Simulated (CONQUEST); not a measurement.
# W in CONQUEST: reference runs

Reference runs on W: the cell as given.

Program: CONQUEST 1.3. These are calculated values, not measurements. Logs are shortened: lines on timing, memory, paths and dates and some standing lists are left out, and cuts for length are marked.

## (1) The cell of the first run

The cell holds a slab with vacuum, 6 atoms: a = 2.871 Å, b = 2.871 Å, c = 25.150 Å, α = 90.00°, β = 90.00°, γ = 90.00°.

## (2) Single point, PBE (the (1 0 0) slab of W, cut from the database cell, not relaxed)

Conquest_input reads:

```
IO.Title W
IO.Coordinates coords.dat
IO.FractionalAtomicCoords T
IO.Iprint 2
IO.Iprint_init 1
General.NumberOfSpecies 1
General.PseudopotentialType hamann
AtomMove.TypeOfRun static
AtomMove.FullStress T
Grid.GridCutoff 120
DM.SolutionMethod diagon
Diag.MPMesh T
Diag.GammaCentred T
Diag.MPMeshX 9
Diag.MPMeshY 9
Diag.MPMeshZ 1
Diag.kT 0.00183747
minE.SCTolerance 1e-6
SC.MaxIters 100
IO.AtomChargeOutput T
SC.KerkerPreCondition T
SC.KerkerFactor 0.3
SC.LinearMixingFactor 0.3
IO.DumpChargeDensity T
IO.DumpESPot T
%block ChemicalSpeciesLabel
1 183.850 W
%endblock
```

coords.dat reads:

```
    5.4251269194     0.0000000000     0.0000000000
    0.0000000000     5.4251269194     0.0000000000
    0.0000000000     0.0000000000    47.5266120343
6
  0.5000000000   0.5000000000   0.7017892640 1 T T T
  0.0000000000   0.0000000000   0.6210735590 1 T T T
  0.5000000000   0.5000000000   0.5403578530 1 T T T
  0.0000000000   0.0000000000   0.4596421470 1 T T T
  0.5000000000   0.5000000000   0.3789264410 1 T T T
  0.0000000000   0.0000000000   0.2982107360 1 T T T
```

Potentials or basis: PseudoDojo NC PBE, DZP, grid cutoff 120 Ha.

Run with:

```bash
> OMP_NUM_THREADS=1 Conquest
```

The program printed:

```text
Simulation cell dimensions:     5.4251 a0 x     5.4251 a0 x    47.5266 a0

      Atomic coordinates (a0)
         Atom         X         Y         Z  Species
            1    2.7126    2.7126   33.3537        1
            2    0.0000    0.0000   29.5175        1
            3    2.7126    2.7126   25.6814        1
            4    0.0000    0.0000   21.8452        1
            5    2.7126    2.7126   18.0091        1
            6    0.0000    0.0000   14.1729        1

         Monkhorst-Pack mesh:   9 x   9 x   1 gamma-centred
        This calculation includes non-local pseudopotentials,
         with a maximum core radius of      7.96707561

    Job title: W
    Job to be run: static calculation

[... 5 lines left out ...]
      Using Fermi-Dirac smearing

    Integration grid size:     32 x   32 x  240

    Integration grid spacing:  0.170 a0 x 0.170 a0 x 0.198 a0

    Number of species:  1
    --------------------------------------------------------
    |   #  mass (au)  Charge (e)  SF Rad (a0)  NSF  Label  |
    --------------------------------------------------------
    |   1    183.850      14.000        8.317   19  W      |
    --------------------------------------------------------
          SCF tolerance:                 0.00000100
          SCF iterations:               100

    The functional used will be GGA PBE96

           radial cut-off to be used is taken to be max PAO cut-off radius for this species:    7.967076

           greatest ang. mom. for making density from PAOs:  2
    Minimum blocs/proc is     3840. Maximum blocs/proc is     3840
    set_atom_dens: In set_atomic_density, electrons :      84.000000000000
 matrix_size & matrix_size_padH =          114         114

    Screened ion int: energy:    -319.039655986019 Ha

    new_SC_potl: Starting.  Tolerance:  0.10000E-05

    PulayMixSC: Starting Pulay mixing, A_up =  0.300 A_dn =  0.300
    PulayMixSC: Spin non-polarised calculation.
    PulayMixSC: with Kerker preconditioning, q0 =  0.300
          Harris-Foulkes Energy            :      -454.910723408756837 Ha
          GroundState Energy (E-(1/2)TS)   :      -454.911638750020586 Ha
          Free Energy (E-TS)               :      -454.912554091284335 Ha
          DFT Total Energy                 :      -452.854959780540071 Ha
          Total number of electrons        :        84.000000000001705
    PulayMixSC: Pulay iteration     1 residual:              0.22014E-02
          Harris-Foulkes Energy            :      -454.877004489938258 Ha
          GroundState Energy (E-(1/2)TS)   :      -454.878259535460018 Ha
          Free Energy (E-TS)               :      -454.879514580981777 Ha
          DFT Total Energy                 :      -453.796377128213010 Ha
          Total number of electrons        :        84.000028264834711
    PulayMixSC: Pulay iteration     2 residual:              0.16942E-02
          Harris-Foulkes Energy            :      -454.840365294174489 Ha
          GroundState Energy (E-(1/2)TS)   :      -454.841469115254654 Ha
          Free Energy (E-TS)               :      -454.842572936334761 Ha
          DFT Total Energy                 :      -454.755963332624901 Ha
          Total number of electrons        :        84.000086477302247
[... 33 lines left out ...]
          Free Energy (E-TS)               :      -454.819599573038772 Ha
          DFT Total Energy                 :      -454.807630417277949 Ha
          Total number of electrons        :        84.000106784143441
    PulayMixSC: Pulay iteration     9 residual:              0.87727E-04
          Harris-Foulkes Energy            :      -454.816760588173111 Ha
          GroundState Energy (E-(1/2)TS)   :      -454.818107359991927 Ha
          Free Energy (E-TS)               :      -454.819454131810801 Ha
          DFT Total Energy                 :      -454.809376083431118 Ha
          Total number of electrons        :        84.000107415569246
    PulayMixSC: Pulay iteration    10 residual:              0.81423E-04
          Harris-Foulkes Energy            :      -454.816425907890903 Ha
          GroundState Energy (E-(1/2)TS)   :      -454.817775961561154 Ha
          Free Energy (E-TS)               :      -454.819126015231404 Ha
          DFT Total Energy                 :      -454.810511806426916 Ha
          Total number of electrons        :        84.000109618335216
[... 79 further cycles ...]
    PulayMixSC: Pulay iteration    90 residual:              0.15281E-05
          Harris-Foulkes Energy            :      -454.815203691937313 Ha
          GroundState Energy (E-(1/2)TS)   :      -454.816578184318473 Ha
          Free Energy (E-TS)               :      -454.817952676699576 Ha
          DFT Total Energy                 :      -454.815211929026361 Ha
          Total number of electrons        :        84.000104921594939
    PulayMixSC: Pulay iteration    91 residual:              0.14948E-05
          Harris-Foulkes Energy            :      -454.815203747679675 Ha
          GroundState Energy (E-(1/2)TS)   :      -454.816578207244675 Ha
          Free Energy (E-TS)               :      -454.817952666809674 Ha
          DFT Total Energy                 :      -454.815212242854727 Ha
          Total number of electrons        :        84.000110373787663
    PulayMixSC: Pulay iteration    92 residual:              0.13882E-05
          Harris-Foulkes Energy            :      -454.815204909391127 Ha
          GroundState Energy (E-(1/2)TS)   :      -454.816579393766062 Ha
          Free Energy (E-TS)               :      -454.817953878140997 Ha
          DFT Total Energy                 :      -454.815212680724585 Ha
[... 23 lines left out ...]
          DFT Total Energy                 :      -454.815213648966051 Ha
          Total number of electrons        :        84.000107974967506
    PulayMixSC: Pulay iteration    97 residual:              0.10865E-05
          Harris-Foulkes Energy            :      -454.815206640346105 Ha
          GroundState Energy (E-(1/2)TS)   :      -454.816581150908860 Ha
          Free Energy (E-TS)               :      -454.817955661471615 Ha
          DFT Total Energy                 :      -454.815213879910971 Ha
          Total number of electrons        :        84.000104929564316
    PulayMixSC: Pulay iteration    98 residual:              0.10230E-05
          Harris-Foulkes Energy            :      -454.815207534775141 Ha
          GroundState Energy (E-(1/2)TS)   :      -454.816582044930669 Ha
          Free Energy (E-TS)               :      -454.817956555086141 Ha
          DFT Total Energy                 :      -454.815213759918038 Ha
          Total number of electrons        :        84.000107365965945
    PulayMixSC: Pulay iteration    99 residual:              0.92974E-06
    PulayMixSC: Reached SCF tolerance of  0.92974E-06 after     99 iterations
      | Number of electrons      =        84.000107
      |* band energy as 2Tr[K.H] =      -103.611276478726438 Ha
      |  screened ion-ion energy =      -319.039655986018886 Ha
      |  Ha correction           =        -1.057314256913224 Ha
      |  XC correction           =       -31.107089477670755 Ha
      | GS Energy as E-(1/2)TS   =      -454.816582044930669 Ha
      | Free Energy as E-TS      =      -454.817956555086141 Ha
      |* Harris-Foulkes energy   =      -454.815207534775141 Ha
      |* DFT total energy        =      -454.815213759918038 Ha
      |  estimated accuracy      =         0.000006225142897 Ha

    force: Forces on atoms (Ha/a0)
    force:  Atom   X              Y              Z
    force:     1  -0.0000000000   0.0000000000  -0.0008589110
    force:     2   0.0000000000   0.0000000000  -0.0010490786
    force:     3  -0.0000000000  -0.0000000000  -0.0011438615
    force:     4  -0.0000000000  -0.0000000000   0.0011438615
    force:     5   0.0000000000   0.0000000000   0.0010490786
    force:     6  -0.0000000000   0.0000000000   0.0008589110

    force: Maximum force :        0.00114386(Ha/a0) on atom         4 in z direction
    force: Force Residual:        0.00102416 Ha/a0
    force: Total stress:          6.79137072     0.00000000    -0.00000000 GPa
                             0.00000000     6.79137072    -0.00000000
                            -0.00000000    -0.00000000     0.65266548
    force: Average pressure:     -4.74513564 GPa

    force: Finished force
    get_E_and_F: Change in energy during last step of electronic optimisation: -0.89443E-06

    BIBLIOGRAPHY: Please consider citing the following references in the conquest.bib file

    CONQUEST:         Bowler2002pt, Miyazaki2004, Nakata2020
    Basis:            Bowler2019
    DM:               Bowler:2006xr
    Pseudopotentials: Hamann2013, Bowler2019
    XC functional:    Perdew1996
```

Wall time 10 min (1 thread of Intel Xeon 6975P-C (Granite Rapids), shared host); peak memory 1.8 GiB.

What came out:

| Property | Result |
| --- | --- |
| Free energy | -12376.2271 eV |
| Largest force | 0.059 eV/Å |
| Band gap on the k mesh | none (metal or under the smearing width) |
| Work function | 4.51 eV |

Forces in eV/Å, atoms in the order of the input:
```
W    0.000  0.000 -0.044
W    0.000  0.000 -0.054
W    0.000  0.000 -0.059
W    0.000  0.000  0.059
W    0.000  0.000  0.054
W    0.000  0.000  0.044
```

Caveat: a basis that ends near the atoms lowers the work function, often by some tenths of an eV; the basis of atomic orbitals isn't converged, which shifts pressures, moduli and gaps.
